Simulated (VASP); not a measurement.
# ZnS (F-43m) in VASP: a series of runs

The runs below take ZnS through single point, relaxation of cell and atoms, with PBE, B3LYP, PBEsol0.

Everything below comes from runs of VASP 6.6.1. Logs are shortened: lines on timing, memory, paths and dates and some standing lists are left out, and cuts for length are marked.

**Measured values to compare with.**

“Electronic, vibrational, and thermodynamic properties of ZnS (zincblende and rocksalt structure)”, 2009, arxiv:0911.5022 quotes, for a bulk crystal of ZnS at 19 K: band gap 3.85 eV (direct).

How close the calculation comes is told below.

## Step 1: The crystal as given

The structure is cubic, space group F-43m (No. 216). The conventional cell has a = 5.404 Å, b = 5.404 Å, c = 5.404 Å, α = 90.00°, β = 90.00°, γ = 90.00°. Zn (site symmetry -43m) has 4 S at 2.34 Å as nearest neighbours. S (site symmetry -43m) is surrounded by 4 Zn at 2.34 Å.

## Step 2: Single point, PBE

Input file INCAR:

```
SYSTEM = ZnS
PREC = Accurate
ENCUT = 520
EDIFF = 1E-6
ISMEAR = 0
SIGMA = 0.016
LREAL = .False.
LASPH = .True.
NELM = 60
ALGO = Normal
ISIF = 2
LWAVE = .False.
LCHARG = .False.
GGA = PE
NBANDS = 16
```

Input file KPOINTS:

```
Automatic mesh
0
Gamma
  9 9 9
  0 0 0
```

Input file POSCAR:

```
ZnS
1.0
    0.0000000000      2.7020000000      2.7020000000
    2.7020000000      0.0000000000      2.7020000000
    2.7020000000      2.7020000000      0.0000000000
Zn S
1 1
Direct
    0.7500000000      0.7500000000      0.7500000000
    0.0000000000      0.0000000000      0.0000000000
```

Potentials or basis: VASP PAW PBE potentials, release 64 (Zn, S).

Run with:

```console
$ cat potpaw_PBE.64/Zn/POTCAR potpaw_PBE.64/S/POTCAR > POTCAR
$ mpirun -np 1 vasp_std > vasp.out
```

OUTCAR:

```text
SYSTEM = ZnS
   PREC = Accurate
   ENCUT = 520
   EDIFF = 1E-6
   ISMEAR = 0
   LREAL = .False.
   LASPH = .True.
   NELM = 60
   ISIF = 2
   GGA = PE

 ion  position               nearest neighbor table
   1  0.750  0.750  0.750-   2 2.34   2 2.34   2 2.34   2 2.34
   2  0.000  0.000  0.000-   1 2.34   1 2.34   1 2.34   1 2.34

  LATTYP: Found a face centered cubic cell.
 ALAT       =     5.4040000000

  Lattice vectors:

 A1 = (   0.0000000000,   2.7020000000,   2.7020000000)
 A2 = (   2.7020000000,   0.0000000000,   2.7020000000)
 A3 = (   2.7020000000,   2.7020000000,   0.0000000000)

Analysis of symmetry for initial positions (statically):
=====================================================================
 Subroutine PRICEL returns:
 Original cell was already a primitive cell.

 Routine SETGRP: Setting up the symmetry group for a
 face centered cubic supercell.

 Subroutine GETGRP returns: Found 24 space group operations
 (whereof 24 operations were pure point group operations)
 out of a pool of 48 trial point group operations.

The static configuration has the point symmetry T_d .

Analysis of symmetry for dynamics (positions and initial velocities):
=====================================================================
 Subroutine PRICEL returns:
 Original cell was already a primitive cell.

 Routine SETGRP: Setting up the symmetry group for a
 face centered cubic supercell.

 Subroutine GETGRP returns: Found 24 space group operations
 (whereof 24 operations were pure point group operations)
 out of a pool of 48 trial point group operations.

The dynamic configuration has the point symmetry T_d .

 Subroutine INISYM returns: Found 24 space group operations
 (whereof 24 operations are pure point group operations),
 and found     1 'primitive' translations

----------------------------------------------------------------------------------------

                                     Primitive cell

  volume of cell :      39.4535

  direct lattice vectors                    reciprocal lattice vectors
     0.000000000  2.702000000  2.702000000    -0.185048113  0.185048113  0.185048113
     2.702000000  0.000000000  2.702000000     0.185048113 -0.185048113  0.185048113
     2.702000000  2.702000000  0.000000000     0.185048113  0.185048113 -0.185048113

  length of vectors
     3.821205046  3.821205046  3.821205046     0.320512733  0.320512733  0.320512733

[... 79 lines left out ...]
   NELM   =     60;   NELMIN=  2; NELMDL= -5     # of ELM steps
   EDIFF  = 0.1E-05   stopping-criterion for ELM
   LREAL  =      F    real-space projection
   EDIFFG = 0.1E-04   stopping-criterion for IOM
   NSW    =      0    number of steps for IOM
   IBRION =     -1    ionic relax: 0-MD 1-quasi-New 2-CG
   NFREE  =      0    steps in history (QN), initial steepest desc. (CG)
   ISIF   =      2    stress and relaxation
   ISYM   =      2    0-nonsym 1-usesym 2-fastsym
   POTIM  = 0.5000    time-step for ionic-motion
   TEBEG  =    0.0;   TEEND  =   0.0 temperature during run
   PSTRESS=    0.0 pullay stress
   NELECT =      18.0000    total number of electrons
   NUPDOWN=      -1.0000    fix difference up-down
   EMIN   =  10.00;   EMAX   =-10.00  energy-range for DOS
   EFERMI =   0.00;   METHOD = LEGACY
   ISMEAR =     0;   SIGMA  =   0.02  broadening in eV -4-tet -1-fermi 0-gaus
   EFERMI_NEDOS =   21; number of points for ismear=-14 and -15
   IALGO  =     38    algorithm
   IMIX   =      4    mixing-type and parameters
     AMIX     =   0.40;   BMIX     =  1.00
     AMIX_MAG =   1.60;   BMIX_MAG =  1.00
  volume/ion in A,a.u.               =      19.73       133.12
  Fermi-wavevector in a.u.,A,eV,Ry     =   1.260290  2.381602 21.610537  1.588330
  Thomas-Fermi vector in A             =   2.393807
   LORBIT       =      0    0 simple, 1 ext, 2 COOP (PROOUT), +10 PAW based schemes
   GGA     = PE    functional components
   LHFCALC =     F    Hartree Fock is set to
   AEXX    =    0.0000 exact exchange contribution
   IVDW    =     0    specifies the selected vdW correction
   LEPSILON=     F    determine dielectric tensor
   LRPA    =     F    only Hartree local field effects (RPA)
 non-spin polarized calculation
 Gauss-broadening in eV      SIGMA  =   0.02
  energy-cutoff  :      520.00
  volume of cell :       39.45
 maximum number of plane-waves:      1073
   NGX = 15   NGY = 15   NGZ = 15

 number of electron      18.0000000 magnetization

 Free energy of the ion-electron system (eV)
  ---------------------------------------------------
  ext. energy  EPLUGINS =         0.00000000
  ---------------------------------------------------
  free energy    TOTEN  =        -6.84725757 eV

  energy without entropy =       -6.84725757  energy(sigma->0) =       -6.84725757

 E-fermi :   2.2299     XC(G=0):  -9.6303

 val. band max:        2.1067177803   @ k =   0.0000   0.0000   0.0000
 cond. band min:       4.2208762989   @ k =   0.0000   0.0000   0.0000
 fundamental gap:      2.1141585186
 Fermi energy:         2.2299433011

 k-point     1 :       0.0000    0.0000    0.0000
  band No.  band energies     occupation
      1     -11.0335      2.00000
      2      -4.2323      2.00000
      3      -4.2323      2.00000
      4      -4.2323      2.00000
      5      -3.7341      2.00000
      6      -3.7341      2.00000
[... 433 lines left out ...]
      3      -3.9033      2.00000
      4      -3.9033      2.00000
      5      -3.6609      2.00000
      6      -3.5772      2.00000
[... 8 lines left out ...]
     15      15.7285      0.00000
     16      17.1418      0.00000

 [... further k-points ...]

------------------------ aborting loop because EDIFF is reached ----------------------------------------

  FORCE on cell =-STRESS in cart. coord.  units (eV):
  Direction    XX          YY          ZZ          XY          YZ          ZX
  --------------------------------------------------------------------------------------
  -------------------------------------------------------------------------------------
  Total        0.4332156      0.4332156      0.4332156      0.0000000      0.0000000     -0.0000000
  in kB       17.5925431     17.5925431     17.5925431      0.0000000      0.0000000     -0.0000000
  external PRESSURE =      17.5925431 kB  Pullay stress =       0.0000000 kB

 VOLUME and BASIS-vectors are now :
 -----------------------------------------------------------------------------
  energy-cutoff  :      520.00
  volume of cell :       39.45
      direct lattice vectors                 reciprocal lattice vectors
     0.000000000  2.702000000  2.702000000    -0.185048113  0.185048113  0.185048113
     2.702000000  0.000000000  2.702000000     0.185048113 -0.185048113  0.185048113
     2.702000000  2.702000000  0.000000000     0.185048113  0.185048113 -0.185048113

 POSITION                                       TOTAL-FORCE (eV/Angst)
 -----------------------------------------------------------------------------------
      4.05300      4.05300      4.05300         0.000000      0.000000      0.000000
      0.00000      0.00000      0.00000        -0.000000     -0.000000     -0.000000
 -----------------------------------------------------------------------------------
    total drift:                                0.000001      0.000001      0.000001

  FREE ENERGIE OF THE ION-ELECTRON SYSTEM (eV)
  ---------------------------------------------------
  free  energy   TOTEN  =        -6.8472575740 eV

  energy  without entropy=       -6.8472575740  energy(sigma->0) =       -6.84725757
```

OSZICAR:

```text
N       E                     dE             d eps       ncg     rms          rms(c)
DAV:   1     0.826250089105E+02    0.82625E+02   -0.85437E+03  1120   0.132E+03
DAV:   2    -0.208092788840E+01   -0.84706E+02   -0.78978E+02  1296   0.260E+02
DAV:   3    -0.722457432658E+01   -0.51436E+01   -0.51217E+01  1400   0.597E+01
DAV:   4    -0.727398642089E+01   -0.49412E-01   -0.49402E-01  1392   0.619E+00
DAV:   5    -0.727450629170E+01   -0.51987E-03   -0.51986E-03  1432   0.598E-01    0.686E+00
DAV:   6    -0.686772598939E+01    0.40678E+00   -0.73469E-01  1672   0.300E+01    0.537E+00
DAV:   7    -0.684757181993E+01    0.20154E-01   -0.25179E-01  1352   0.451E+00    0.273E+00
DAV:   8    -0.684684950676E+01    0.72231E-03   -0.50933E-03  1464   0.858E-01    0.719E-01
DAV:   9    -0.684709556386E+01   -0.24606E-03   -0.12499E-03  1376   0.282E-01    0.974E-02
DAV:  10    -0.684726616934E+01   -0.17061E-03   -0.23321E-04  1400   0.130E-01    0.502E-02
DAV:  11    -0.684725708167E+01    0.90877E-05   -0.32993E-05  1296   0.717E-02    0.774E-03
DAV:  12    -0.684725757400E+01   -0.49233E-06   -0.38601E-06  1464   0.198E-02
   1 F= -.68472576E+01 E0= -.68472576E+01  d E =-.645509E-30
```

stdout:

```text
POSCAR found type information on POSCAR ZnS
 POSCAR found :  2 types and       2 ions
 scaLAPACK will be used
 LDA part: xc-table for (Slater+PW92), standard interpolation
 POSCAR, INCAR and KPOINTS ok, starting setup
 FFT: planning ... GRIDC
 FFT: planning ... GRID_SOFT
 FFT: planning ... GRID
 WAVECAR not read
 entering main loop
```

Wall time 16 s (1 thread of Intel Xeon Platinum 8259CL at 2.50GHz (Skylake/Cascade Lake), shared host); peak memory 0.16 GiB.

Results:

```yaml
Free_energy: -6.8473 eV
Pressure: 1.8 GPa
Band_gap_on_the_k_mesh: 2.11 eV, direct
```

Levels at points of the mesh, in eV from the valence-band top:
```csv
k point,band 7,band 8,band 9,band 10,band 11,band 12
"(0.00, 0.00, 0.00)",0.00,0.00,0.00,2.11,6.40,6.40
```

(Continued in part 2 of 3.)
